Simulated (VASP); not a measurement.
# Lu (P6_3/mmc) in VASP: further runs

One crystal, Lu, is run at these levels: PBE; tasks: single point.

Everything below comes from runs of VASP 6.6.1. Logs are shortened: lines on timing, memory, paths and dates and some standing lists are left out, and cuts for length are marked.

## Step 1: The crystal as given

Symmetry: P6_3/mmc, No. 194, hexagonal system. Conventional cell: a = 3.503 Å, b = 3.503 Å, c = 5.551 Å, α = 90.00°, β = 90.00°, γ = 120.00°. Around Lu (site symmetry -6m2) lie 12 Lu at 3.43 to 3.50 Å.

## Step 2: Single point, PBE

INCAR

```
SYSTEM = Lu
  PREC = Accurate
  ENCUT = 450
  EDIFF = 1E-6
  ISMEAR = 0
  SIGMA = 0.02
  LREAL = .False.
  LASPH = .True.
  NELM = 100
  ALGO = Normal
  ISIF = 2
  LWAVE = .False.
  LCHARG = .False.
  GGA = PE
  ADDGRID = .False.
```

KPOINTS

```
regular mesh
0
Gamma
  11 11 6
  0 0 0
```

POSCAR

```
Lu
1.0
    3.5031000000      0.0000000000      0.0000000000
   -1.7515500000      3.0337735920      0.0000000000
    0.0000000000      0.0000000000      5.5509000000
Lu
2
Direct
    0.6483880000      0.2977880000      0.7516770000
    0.3414390000      0.6668870000      0.2457360000
```

Potentials or basis: VASP PAW PBE potentials, release 64 (Lu_3), 4f in core.

On the command line:

```sh
> cat potpaw_PBE.64/Lu_3/POTCAR > POTCAR
> mpirun -np 1 vasp_std > vasp.out
```

OUTCAR:

```text
SYSTEM = Lu
   PREC = Accurate
   ENCUT = 450
   EDIFF = 1E-6
   ISMEAR = 0
   LREAL = .False.
   LASPH = .True.
   NELM = 100
   ISIF = 2
   GGA = PE

 Found    364 irreducible k-points:

 Following reciprocal coordinates:
            Coordinates               Weight
  0.000000  0.000000  0.000000      1.000000
  0.090909  0.000000  0.000000      2.000000
  0.000000  0.090909  0.000000      2.000000
 -0.090909  0.090909  0.000000      2.000000
  0.181818  0.000000  0.000000      2.000000
  0.000000  0.181818  0.000000      2.000000
   k-points           NKPTS =    364   k-points in BZ     NKDIM =    364   number of bands    NBANDS=     13
   number of dos      NEDOS =    301   number of ions     NIONS =      2
   total plane-waves  NPLWV =  23040
   dimension x,y,z NGX =    24 NGY =   24 NGZ =   40
   dimension x,y,z NGXF=    48 NGYF=   48 NGZF=   80
   ions per type =               2
   NGX,Y,Z   is equivalent  to a cutoff of  11.39, 11.39, 11.98 a.u.
   NGXF,Y,Z  is equivalent  to a cutoff of  22.78, 22.78, 23.96 a.u.
 SYSTEM =  Lu
   PREC   = accura    normal or accurate (medium, high low for compatibility)
   ISTART =      0    job   : 0-new  1-cont  2-samecut
   ICHARG =      2    charge: 1-file 2-atom 10-const
   ISPIN  =      1    spin polarized calculation?
   LNONCOLLINEAR =      F non collinear calculations
   LSORBIT =      F    spin-orbit coupling
   LASPH  =      T    aspherical Exc in radial PAW
   ENCUT  =  450.0 eV  33.07 Ry    5.75 a.u.   6.06  6.06  9.60*2*pi/ulx,y,z
   NELM   =    100;   NELMIN=  2; NELMDL= -5     # of ELM steps
   EDIFF  = 0.1E-05   stopping-criterion for ELM
   LREAL  =      F    real-space projection
   EDIFFG = 0.1E-04   stopping-criterion for IOM
   NSW    =      0    number of steps for IOM
   IBRION =     -1    ionic relax: 0-MD 1-quasi-New 2-CG
   NFREE  =      0    steps in history (QN), initial steepest desc. (CG)
   ISIF   =      2    stress and relaxation
   ISYM   =      2    0-nonsym 1-usesym 2-fastsym
   POTIM  = 0.5000    time-step for ionic-motion
   TEBEG  =    0.0;   TEEND  =   0.0 temperature during run
   PSTRESS=    0.0 pullay stress
   NELECT =      18.0000    total number of electrons
   NUPDOWN=      -1.0000    fix difference up-down
   EMIN   =  10.00;   EMAX   =-10.00  energy-range for DOS
   EFERMI =   0.00;   METHOD = LEGACY
   ISMEAR =     0;   SIGMA  =   0.02  broadening in eV -4-tet -1-fermi 0-gaus
   EFERMI_NEDOS =   21; number of points for ismear=-14 and -15
   IALGO  =     38    algorithm
   IMIX   =      4    mixing-type and parameters
     AMIX     =   0.40;   BMIX     =  1.00
     AMIX_MAG =   1.60;   BMIX_MAG =  1.00
  volume/ion in A,a.u.               =      29.50       199.05
  Fermi-wavevector in a.u.,A,eV,Ry     =   1.102130  2.082723 16.526853  1.214689
  Thomas-Fermi vector in A             =   2.238568
   LORBIT       =      0    0 simple, 1 ext, 2 COOP (PROOUT), +10 PAW based schemes
   GGA     = PE    functional components
   LHFCALC =     F    Hartree Fock is set to
   AEXX    =    0.0000 exact exchange contribution
   IVDW    =     0    specifies the selected vdW correction
   LEPSILON=     F    determine dielectric tensor
   LRPA    =     F    only Hartree local field effects (RPA)
 non-spin polarized calculation
 Gauss-broadening in eV      SIGMA  =   0.02
  energy-cutoff  :      450.00
  volume of cell :       58.99
 maximum number of plane-waves:      1296
   NGX = 13   NGY = 13   NGZ = 19

 number of electron      18.0000000 magnetization

 Free energy of the ion-electron system (eV)
  ---------------------------------------------------
  ext. energy  EPLUGINS =         0.00000000
  ---------------------------------------------------
  free energy    TOTEN  =        -8.89602744 eV

  energy without entropy =       -8.89564822  energy(sigma->0) =       -8.89583783

 E-fermi :   2.7865     XC(G=0):  -9.9071

 val. band max:        2.7807574077   @ k =   0.2727   0.2727   0.5000
 cond. band min:       2.7866152639   @ k =  -0.3636  -0.1818   0.3333
 fundamental gap:      0.0058578562
 Fermi energy:         2.7865092996

 k-point     1 :       0.0000    0.0000    0.0000
  band No.  band energies     occupation
      1     -24.2717      2.00000
      2     -23.8700      2.00000
      3     -23.8463      2.00000
      4     -23.7877      2.00000
      5     -23.7775      2.00000
      6     -23.7553      2.00000
      7      -3.2469      2.00000
      8       0.3426      2.00000
      9       3.3266      0.00000
     10       4.9439      0.00000
     11       5.0488      0.00000
     12       5.2037      0.00000
     13       5.7203      0.00000

 k-point     2 :       0.0909    0.0000    0.0000
  band No.  band energies     occupation
      1     -24.2598      2.00000
      2     -23.8838      2.00000
      3     -23.8678      2.00000
      4     -23.8138      2.00000
      5     -23.7826      2.00000
      6     -23.7602      2.00000
      7      -3.0508      2.00000
      8       0.5418      2.00000
      9       3.1836      0.00000
     10       4.5221      0.00000
     11       5.1430      0.00000
     12       5.3742      0.00000
     13       5.5962      0.00000

 k-point     3 :       0.0000    0.0909    0.0000
  band No.  band energies     occupation
      1     -24.2582      2.00000
      2     -23.8956      2.00000
      3     -23.8563      2.00000
      4     -23.8063      2.00000
      5     -23.7901      2.00000
      6     -23.7619      2.00000
      7      -3.0493      2.00000
      8       0.5479      2.00000
      9       3.2036      0.00000
     10       4.4633      0.00000
     11       5.2314      0.00000
     12       5.3378      0.00000
     13       5.7999      0.00000

 k-point     4 :      -0.0909    0.0909    0.0000
  band No.  band energies     occupation
      1     -24.2593      2.00000
      2     -23.8882      2.00000
      3     -23.8633      2.00000
      4     -23.8120      2.00000
      5     -23.7846      2.00000
      6     -23.7607      2.00000
      7      -3.0503      2.00000
      8       0.5436      2.00000
      9       3.1892      0.00000
     10       4.5058      0.00000
     11       5.1684      0.00000
     12       5.4064      0.00000
     13       5.6473      0.00000

 k-point     5 :       0.1818    0.0000    0.0000
  band No.  band energies     occupation
      1     -24.2262      2.00000
      2     -23.9501      2.00000
      3     -23.8967      2.00000
      4     -23.8833      2.00000
      5     -23.7946      2.00000
      6     -23.7751      2.00000
      7      -2.4884      2.00000
      8       1.0768      2.00000
      9       2.8286      0.00291
     10       3.8132      0.00000
     11       4.8151      0.00000
     12       5.5098      0.00000
     13       5.6934      0.00000

 k-point     6 :       0.0000    0.1818    0.0000
  band No.  band energies     occupation
      1     -24.2196      2.00000
      2     -23.9645      2.00000
      3     -23.8815      2.00000
      4     -23.8804      2.00000
      5     -23.7992      2.00000
      6     -23.7821      2.00000
      7      -2.4814      2.00000
      8       1.1072      2.00000
      9       2.9022      0.00000
     10       3.7459      0.00000
     11       4.8345      0.00000
     12       5.2709      0.00000
     13       5.7504      0.00000

 [... further k-points ...]

------------------------ aborting loop because EDIFF is reached ----------------------------------------

  FORCE on cell =-STRESS in cart. coord.  units (eV):
  Direction    XX          YY          ZZ          XY          YZ          ZX
  --------------------------------------------------------------------------------------
  -------------------------------------------------------------------------------------
  Total       -0.0501260      0.2159766     -0.3919603     -0.0467344     -0.0203615      0.0037029
  in kB       -1.3613642      5.8656785    -10.6451932     -1.2692525     -0.5529955      0.1005676
  external PRESSURE =      -2.0469596 kB  Pullay stress =       0.0000000 kB

 VOLUME and BASIS-vectors are now :
 -----------------------------------------------------------------------------
  energy-cutoff  :      450.00
  volume of cell :       58.99
      direct lattice vectors                 reciprocal lattice vectors
     3.503100000  0.000000000  0.000000000     0.285461448  0.164811244  0.000000000
    -1.751550000  3.033773592  0.000000000     0.000000000  0.329622488  0.000000000
     0.000000000  0.000000000  5.550900000     0.000000000  0.000000000  0.180150967

 POSITION                                       TOTAL-FORCE (eV/Angst)
 -----------------------------------------------------------------------------------
      1.74978      0.90342      4.17248         0.046037      0.179469     -0.138021
      0.02801      2.02318      1.36406        -0.046037     -0.179469      0.138021
 -----------------------------------------------------------------------------------
    total drift:                                0.000004      0.000007     -0.000000

  FREE ENERGIE OF THE ION-ELECTRON SYSTEM (eV)
  ---------------------------------------------------
  free  energy   TOTEN  =        -8.8960274428 eV

  energy  without entropy=       -8.8956482248  energy(sigma->0) =       -8.89583783
```

Wall time 64 s (1 thread of Intel Xeon 6975P-C (Granite Rapids), shared host); peak memory 0.32 GiB.

The run converged, but some of its settings lie outside the range that counts as converged, so its numbers aren't taken as properties of the crystal.

What came out:

- Free energy: -8.8960 eV
- Pressure: -0.2 GPa
- Largest force: 0.231 eV/Å
- Band gap on the k mesh: none (metal or under the smearing width)

## Step 3: Single point, PBE

INCAR: that of step 2 with these lines changed.

```diff
@@ -1,3 +1,3 @@
 SYSTEM = Lu
-  PREC = Accurate
+  PREC = Low
   ENCUT = 450
@@ -5,3 +5,3 @@
   ISMEAR = 0
-  SIGMA = 0.02
+  SIGMA = 0.1
   LREAL = .False.
```

KPOINTS is that of step 2.

POSCAR

```
Lu
1.0
    3.5031000000      0.0000000000      0.0000000000
   -1.7515500000      3.0337735920      0.0000000000
    0.0000000000      0.0000000000      5.5509000000
Lu
2
Direct
    0.6666666667      0.3333333333      0.7500000000
    0.3333333333      0.6666666667      0.2500000000
```

Potentials or basis: VASP PAW PBE potentials, release 64 (Lu_3), 4f in core.

On the command line:

```sh
> cat potpaw_PBE.64/Lu_3/POTCAR > POTCAR
> mpirun -np 1 vasp_std > vasp.out
```

It took 9.8 s on 1 thread of Intel Xeon 6975P-C (Granite Rapids), shared host; peak memory 0.13 GiB.

The run converged, but some of its settings lie outside the range that counts as converged, so its numbers aren't taken as properties of the crystal.

What came out:

```yaml
Free_energy: -8.9148 eV
Pressure: -0.2 GPa
Band_gap_on_the_k_mesh: none (metal or under the smearing width)
```

## Step 4: The reference run

An earlier run on the cell as given: functional PBE; potentials or basis VASP PAW PBE potentials, release 64 (Lu); cutoff 520 eV; k mesh 9 × 9 × 5; occupations fermi-dirac, width 0.05 eV; no spin polarisation.

- Pressure: -0.4 GPa
- Band gap on the k mesh: none (metal or under the smearing width)
